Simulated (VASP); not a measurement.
A run of VASP 6.6.1 is set up as follows.

INCAR

```
PREC = Accurate
ENCUT = 600
EDIFF = 1E-6
ISMEAR = 1
SIGMA = 0.1
LREAL = False
LASPH = True
NELM = 80
ALGO = Normal
ISIF = 3
LWAVE = False
LCHARG = False
GGA = PE
IBRION = 2
NSW = 90
EDIFFG = -0.01
```

KPOINTS

```
Automatic mesh
0
Gamma
  14 14 14
```

Contents of POSCAR:

```
NbN
1.0
    0.0000000000      2.1945000000      2.1945000000
    2.1945000000      0.0000000000      2.1945000000
    2.1945000000      2.1945000000      0.0000000000
Nb N
1 1
Direct
    0.5000000000      0.5000000000      0.5000000000
    0.0000000000      0.0000000000      0.0000000000
```

Potentials or basis: VASP PAW PBE potentials, release 64 (Nb_sv, N).

Command:

```console
$ cat potpaw_PBE.64/Nb_sv/POTCAR potpaw_PBE.64/N/POTCAR > POTCAR
$ mpirun -np 1 vasp_std > vasp.out
```

**Question.** What does it give for the space group after relaxing (to 0.05 Å)?

**Answer.** Fm-3m (No. 225).

**Question.** What does it give for the relaxed volume?

**Answer.** 10.78 Å³/atom.

**Question.** Estimate the relaxed cell.

**Answer.** a = 3.124 Å, b = 3.124 Å, c = 3.124 Å, α = 60.00°, β = 60.00°, γ = 60.00°.

The path:
```csv
step,energy change (eV),largest force (eV/Å),pressure (GPa),volume (Å³)
1,0.0000,0.0000,6.41,21.14
2,0.0248,0.0000,-11.43,22.46
3,-0.0083,0.0000,-0.06,21.57
```

 PBE usually gives volumes a little too large and moduli too small.
